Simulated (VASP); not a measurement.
**A VASP 6.6.1 single-point calculation on SiO2**

INCAR

```
NBANDS = 25
PREC = Accurate
IBRION = -1
ISIF = 2
NELM = 68
NSW = 0
ENCUT = 520
METAGGA = MBJ
LWAVE = .FALSE.
LREAL = .FALSE.
EDIFF = 1E-7
NELMIN = 8
LCHARG = .FALSE.
SIGMA = 0.3
ISMEAR = -1
LASPH = .TRUE.
```

KPOINTS

```
KPOINTS created by Atomic Simulation Environment
0
Gamma
6 6 10
0 0 0
```

POSCAR

```
Si O
 1.0000000000000000
     4.1851887985999996    0.0000000000000000    0.0000000000000000
     0.0000000000000000    4.1851887985999996    0.0000000000000000
     0.0000000000000000    0.0000000000000000    2.6154630930999998
 Si  O
   2   4
Cartesian
  0.0000000000000000 -0.0000000000000000  0.0000000000000000
  2.0925943992999998  2.0925943992999998  1.3077315465499999
  1.2807707916413076  1.2807707916413076  0.0000000000000000
  0.8118236076586919  3.3733651909413074  1.3077315465499999
  3.3733651909413074  0.8118236076586919  1.3077315465499999
  2.9044180069586920  2.9044180069586920  0.0000000000000000
```

The recommended PBE PAW datasets give the neutral cell 32 valence electrons.

Command

```
mpirun -np 1 vasp_std
```

Task: Predict the outcome of this run.

Result: It converged. Results: gap between bands v and c on the k mesh 7.44 eV; least direct gap on the k mesh 7.44 eV. Band v is the last that the valence electrons fill when counted band by band, and c is the next.

OSZICAR

```
N       E                     dE             d eps       ncg     rms          rms(c)
DAV:   1     0.241479972957E+03    0.24148E+03   -0.17755E+04  3016   0.124E+03
DAV:   2     0.622472239401E+02   -0.17923E+03   -0.17268E+03  3825   0.280E+02
DAV:   3     0.555671419454E+02   -0.66801E+01   -0.66551E+01  4045   0.517E+01
DAV:   4     0.555293687231E+02   -0.37773E-01   -0.37761E-01  3397   0.440E+00
DAV:   5     0.555291311788E+02   -0.23754E-03   -0.23751E-03  4034   0.330E-01    0.171E+01
DAV:   6     0.574636541352E+02    0.19345E+01   -0.40055E+01  3626   0.567E+01    0.762E+00
DAV:   7     0.577996990553E+02    0.33604E+00   -0.43299E+00  3687   0.139E+01    0.518E+00
DAV:   8     0.623510805512E+02    0.45514E+01   -0.37394E+00  3916   0.135E+01    0.256E+00
DAV:   9     0.641410177328E+02    0.17899E+01   -0.16002E+00  3162   0.874E+00    0.889E-01
DAV:  10     0.662444259146E+02    0.21034E+01   -0.10573E-01  3990   0.268E+00    0.568E-01
...
DAV:  37     0.663072318805E+02   -0.91207E-05   -0.94424E-12  1544   0.255E-05    0.257E-06
DAV:  38     0.663072286286E+02   -0.32519E-05   -0.46343E-12  1542   0.129E-05    0.181E-06
DAV:  39     0.663072278192E+02   -0.80940E-06   -0.30700E-12  1542   0.528E-06    0.211E-06
DAV:  40     0.663072290765E+02    0.12574E-05   -0.31071E-12  1542   0.257E-06    0.108E-06
DAV:  41     0.663072296801E+02    0.60359E-06   -0.48214E-13  1541   0.248E-06    0.114E-06
DAV:  42     0.663072310743E+02    0.13942E-05   -0.96460E-13  1536   0.259E-06    0.291E-07
DAV:  43     0.663072315465E+02    0.47219E-06   -0.62507E-12  1534   0.226E-06    0.293E-07
DAV:  44     0.663072318231E+02    0.27658E-06   -0.23208E-12  1531   0.102E-06    0.164E-07
DAV:  45     0.663072318646E+02    0.41572E-07   -0.27004E-12  1530   0.433E-07
   1 F= 0.66307232E+02 E0= 0.66307233E+02  d E =-.210812E-05
```

The MBJ potential has no energy functional, so only its levels carry meaning.

For comparison, a separate PBE run of the intended cell, on usual settings and not on those above, gives a gap of 5.98 eV on its mesh and a pressure of 18.0 GPa.
